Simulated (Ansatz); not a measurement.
# KF: changing the functional

The cell as given:

```yaml
crystal:
  lattice:
    - [0.00000, 2.67185, 2.67185]
    - [2.67185, 0.00000, 2.67185]
    - [2.67185, 2.67185, 0.00000]
  atoms:
    - { symbol: K, position: [0.00000, 0.00000, 0.00000] }
    - { symbol: F, position: [0.50000, 0.50000, 0.50000] }
```

Kept alike: task relaxation of cell and atoms; k mesh 9 × 9 × 9; occupations fermi-dirac, width 0.05 eV; no spin polarisation. Program: Ansatz, Ansatz PAW. Cutoffs run from 420 to 500 eV. The mesh is that of the run's cell of 2 atoms. No spin-orbit coupling.

| run | volume (Å³/atom) |
| --- | --- |
| A | 18.796 |
| B | 19.888 |
| C | 20.347 |
| D | 21.402 |
| E | 18.698 |
| F | 17.199 |
| G | 21.734 |

The relaxations keep at least the cell's symmetry (Fm-3m). Relaxations stop with a little pressure left, so the last digits of a volume or edge aren't settled. Ansatz's relaxations hold a Pulay term in the stress (up to 0.5 GPa here). All rows use potentials made for PBE.

Q: The runs differ in the functional (and the cutoff that goes with it) alone: BLYP; LDA; PBE; PBEsol; RPBE; r2SCAN; revPBE. Which run is which?

A: Run A is r2SCAN; run B is PBE; run C is BLYP; run D is revPBE; run E is PBEsol; run F is LDA; run G is RPBE. The volume runs from 17.199 (LDA) to 21.734 Å³/atom (RPBE). From PBE: BLYP +0.459; LDA -2.689; PBEsol -1.190; RPBE +1.846; r2SCAN -1.092; revPBE +1.514.
